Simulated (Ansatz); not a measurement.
GeO2:
```xyz
9
Lattice="5.0912 0.0000 0.0000 -2.5456 4.4091 0.0000 0.0000 0.0000 5.7687" Properties=species:S:1:pos:R:3 pbc="T T T"
Ge     2.3193     0.0000     3.8458
Ge    -1.1596     2.0086     1.9229
Ge     1.3859     2.4005     0.0000
O      1.2633     1.3153     4.3731
O      0.5075     1.7517     1.3956
O      3.3204     0.4363     2.4502
O      0.7748     3.9727     5.2414
O      3.0531     2.6574     0.5273
O     -1.2823     3.0937     3.3185
```

This is the PBE-relaxed structure. x, y and z are the axes in which the lattice vectors are written.

Question: All from PBE (plane waves, PAW; program Ansatz), unless another level is named. Give the Poisson's ratio.

Answer: 0.22.

Question: And the zero-point energy?

Answer: 74.3 meV/atom.

Question: Next, the vibrational entropy at 300 K?

Answer: 20.2 J/(K·mol of atoms).

Question: What about the elastic constants (relaxed ions, GPa)?

Answer: C11 = 59.0, C12 = 20.6, C13 = 23.9, C14 = 0.6, C33 = 95.3, C44 = 33.3.

Space group P3_221. Symmetry was held in the PBE relaxation.

Potentials: the later of the program's two PAW sets.
